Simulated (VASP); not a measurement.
Here is a VASP 6.6.1 calculation.

INCAR

```
PREC     = Accurate       # precision mode
ENCUT    = 600            # plane-wave cutoff, eV
EDIFF    = 1E-8           # SCF threshold, eV
ISMEAR   = 0              # smearing method
SIGMA    = 0.02           # smearing width, eV
LREAL    = F              # projectors in reciprocal space
LASPH    = T              # aspherical terms in the spheres
NELM     = 100            # most SCF steps
ALGO     = Normal         # electronic algorithm
ISIF     = 2              # what is computed and relaxed
LWAVE    = F              # write WAVECAR
LCHARG   = F              # write CHGCAR
LEPSILON = T              # dielectric tensor by DFPT
IBRION   = 8              # ionic algorithm
NSW      = 1              # ionic steps
```

File KPOINTS:

```
regular mesh
0
Gamma
  10 10 10
```

The input POSCAR:

```
CdSe
1.0
    0.0000000000      3.0702712000      3.0702712000
    3.0702712000      0.0000000000      3.0702712000
    3.0702712000      3.0702712000      0.0000000000
Cd Se
1 1
Direct
    0.0000000000      0.0000000000      0.0000000000
    0.2500000000      0.2500000000      0.2500000000
```

Potentials or basis: VASP PAW LDA potentials, release 64 (Cd, Se).

Command:

```sh
$ cat potpaw_LDA.64/Cd/POTCAR potpaw_LDA.64/Se/POTCAR > POTCAR
$ mpirun -np 1 vasp_std > vasp.out
```

Problem. Predict the electronic dielectric tensor (diagonal).

Solution. 23.58.

Problem. Estimate the Born charges (mean of the diagonal).

Solution. Cd +2.45; Se -2.45 e.

Problem. What does it give for the highest phonon frequency at Γ, LO-TO splitting left out?

Solution. 158 cm⁻¹.

Problem. Estimate the band gap on the k mesh.

Solution. 0.31 eV, direct.

Phonon frequencies in cm⁻¹ (negative: imaginary):
```csv
q point,frequencies
"(0.000, 0.000, 0.000)",0 0 0 158 158 158
```

Caveat: the gap is small at this level, which inflates the dielectric constant. A hybrid or GW would open this gap; LDA tends to underestimate it.
